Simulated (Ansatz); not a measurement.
The system is MgO.

```
Mg O
1.0
     0.00000    2.09700    2.09700
     2.09700    0.00000    2.09700
     2.09700    2.09700    0.00000
Mg O
1 1
Cartesian
  0.0000 0.0000 0.0000
  2.0970 2.0970 2.0970
```

The cell is a database's computed one.

Base run:

- Program: Ansatz 0.2.0
- Functional: PBE
- Potentials or basis: all-electron LAPW, scalar-relativistic
- Cutoff: 316 eV
- Density cutoff: 1266 eV
- Basis error allowed: 0.001 eV/atom
- k mesh: 11 × 11 × 11
- Occupations: fermi-dirac, width 0.05 eV
- Spin: no spin polarisation

Its results: band gap on the k mesh 4.86 eV, direct; pressure 7.0 GPa.

**Question.** After a change of settings the same cell gave: band gap on the k mesh 4.78 eV, direct; pressure -3.9 GPa. Which change was it?
A. functional from PBE to RPBE; occupations from fermi-dirac, width 0.05 eV to gaussian, width 0.05 eV
B. functional from PBE to BLYP
C. functional from PBE to revPBE
D. functional from PBE to LDA

**Answer.** D.

LDA binds more tightly than PBE, so the same cell stands under less pressure.

Caveats: an odd mesh through Γ misses points on the zone boundary, where band edges often lie (some runs).

Not every run made on this cell is shown here.
